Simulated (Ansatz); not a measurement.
# Cd15HgTe16: the cost of one run

Method: DFT PBEsol, scalar-relativistic, plane waves, PAW, in Ansatz 0.2.0.

2 further runs of the same task are left out: 2 set aside as unsound or not needed.

## Step 1: The starting structure

The cell holds 32 atoms (Cd15HgTe16): a = 11.243 Å, b = 11.243 Å, c = 11.243 Å, α = 109.47°, β = 109.47°, γ = 109.47°.

The coordinates of this cell stand in the input of its own run.

The host was relaxed before at PBEsol: a = 6.491 Å, b = 6.491 Å, c = 6.491 Å, α = 90.00°, β = 90.00°, γ = 90.00° (conventional cell), 34.187 Å³/atom.

Places, in fractions of the supercell: Hg in place of Cd at (0.000, 0.250, 0.750). The start keeps the symmetry of the ideal site.

Earlier runs gave the host's free energy in this supercell, -241381.527 eV, its gap, 0.65 eV.

## Step 2: Charge 0, atoms relaxed

File input.yaml:

```yaml
crystal:
  lattice:
    - [-6.4910890995, 6.4910890995, -6.4910890995]
    - [6.4910890995, -6.4910890995, -6.4910890995]
    - [-6.4910890995, -6.4910890995, 6.4910890995]
  atoms:
    - { symbol: Hg, position: [0.0, 0.25, 0.75] }
    - { symbol: Cd, position: [0.75, 0.25, 1.0] }
    - { symbol: Cd, position: [0.5, 0.25, 0.25] }
    - { symbol: Cd, position: [0.25, 0.0, 0.75] }
    - { symbol: Cd, position: [0.25, 0.25, 0.5] }
    - { symbol: Cd, position: [1.0, 1.0, 1.0] }
    - { symbol: Cd, position: [0.75, 0.0, 0.25] }
    - { symbol: Cd, position: [0.5, 0.75, 0.75] }
    - { symbol: Cd, position: [0.5, 0.0, 0.5] }
    - { symbol: Cd, position: [0.25, 0.75, 1.0] }
    - { symbol: Cd, position: [0.0, 0.75, 0.25] }
    - { symbol: Cd, position: [0.75, 0.5, 0.75] }
    - { symbol: Cd, position: [0.75, 0.75, 0.5] }
    - { symbol: Cd, position: [0.5, 0.5, 1.0] }
    - { symbol: Cd, position: [0.25, 0.5, 0.25] }
    - { symbol: Cd, position: [0.0, 0.5, 0.5] }
    - { symbol: Te, position: [0.0, 0.5, 0.75] }
    - { symbol: Te, position: [0.75, 0.5, 0.0] }
    - { symbol: Te, position: [0.5, 0.5, 0.25] }
    - { symbol: Te, position: [0.25, 0.25, 0.75] }
    - { symbol: Te, position: [0.25, 0.5, 0.5] }
    - { symbol: Te, position: [0.0, 0.25, 0.0] }
    - { symbol: Te, position: [0.75, 0.25, 0.25] }
    - { symbol: Te, position: [0.5, 0.0, 0.75] }
    - { symbol: Te, position: [0.5, 0.25, 0.5] }
    - { symbol: Te, position: [0.25, 0.0, 0.0] }
    - { symbol: Te, position: [0.0, 0.0, 0.25] }
    - { symbol: Te, position: [0.75, 0.75, 0.75] }
    - { symbol: Te, position: [0.75, 0.0, 0.5] }
    - { symbol: Te, position: [0.5, 0.75, 0.0] }
    - { symbol: Te, position: [0.25, 0.75, 0.25] }
    - { symbol: Te, position: [0.0, 0.75, 0.5] }
  host:
    lattice:
      - [0.0, 3.2455445498, 3.2455445498]
      - [3.2455445498, 0.0, 3.2455445498]
      - [3.2455445498, 3.2455445498, 0.0]
    atoms:
      - { symbol: Cd, position: [0.0, 0.0, 0.0] }
      - { symbol: Te, position: [0.25, 0.25, 0.25] }
basis:
  ecutwfc: 420
  xc_grid: 2
kpoints:
  mp_grid: { grid: [2, 2, 2], shift: [0.5, 0.5, 0.5] }
hamiltonian:
  xc: pbesol
scf:
  occupations: { method: gaussian, width: 0.02 }
output:
  forces: true
  stress: false
  eigenvalues: true
  charged_corrections: { defect_position: [0.0, 0.25, 0.75] }
relax:
  adjacent_minimum: "off"
  f_tol: 0.03
  max_steps: 40
```

Command:

```console
> ansatz run input.yaml --threads 8 --pin off --max-ram 16384MiB --backend cpu --events-out ev --progress --plain --runs-dir out
```

What time and memory should one allow on 8 threads of Arm Neoverse V2, shared host?

About 39 s, with a peak of 3.6 GiB.
